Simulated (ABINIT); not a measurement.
Runs of ABINIT 10.8.3 (patched build) on AlFe. The structure is cubic, space group Pm-3m (No. 221). The conventional cell has a = 2.910 Å, b = 2.910 Å, c = 2.910 Å, α = 90.00°, β = 90.00°, γ = 90.00°. Around Fe (site symmetry m-3m) lie 8 Al at 2.52 Å. Around Al (site symmetry m-3m) lie 8 Fe at 2.52 Å. 

```csv
task,level,potentials or basis,k mesh,cutoff (eV),fine-grid cutoff,mesh quality,gap on the mesh (eV),pressure (GPa),moment (μB)
single point,LDA,JTH PAW LDA v2.0,5 × 5 × 5,544,1088.46 eV,coarse,none,-,0.87
single point,PBE,JTH PAW PBE v2.0,9 × 9 × 9,707,1306.15 eV,not flagged,none,(b),0.67
band structure,RPBE,JTH PAW PBE v2.0,9 × 9 × 9,707,1306.15 eV,not flagged,none,-3.1,0.68
single point,LDA,JTH PAW LDA v2.0,12 × 12 × 12,544,1088.46 eV,not flagged,none,-,0.73
single point,PBE,JTH PAW PBE v2.0,4 × 4 × 4,707,1306.15 eV,coarse,none,-7.5,0.51
single point,PBE,JTH PAW PBE v2.0,5 × 5 × 5,707,1306.15 eV,coarse,none,-5.5,0.87
band structure,LDA-PZ,JTH PAW LDA v2.0,9 × 9 × 9,544,1088.46 eV,not flagged,none,-,(a)
single point,LDA,JTH PAW LDA v2.0,7 × 7 × 7,544,1088.46 eV,not flagged,none,-,0.73
single point,LDA,JTH PAW LDA v2.0,4 × 4 × 4,544,1088.46 eV,coarse,none,-,0.19
band structure,BP86,JTH PAW PBE v2.0,9 × 9 × 9,707,1306.15 eV,not flagged,none,-6.3,0.63
band structure,revPBE,JTH PAW PBE v2.0,9 × 9 × 9,707,1306.15 eV,not flagged,none,-4.0,0.68
```

Alike in all rows: spin collinear, ferromagnetic start; cell as given; smearing fermi-dirac 0.05 eV.

Question: Fill in the values left out.

Answer: (a) 0.60; (b) -6.4.

Caveats: some runs use coarse meshes; the PAW data sets were made with another functional, which shifts forces and pressure a little (some runs).

A k mesh can miss the band edges.

A gap of «none» marks a metal or a gap under the smearing width.

Not every run made on this cell is shown here.
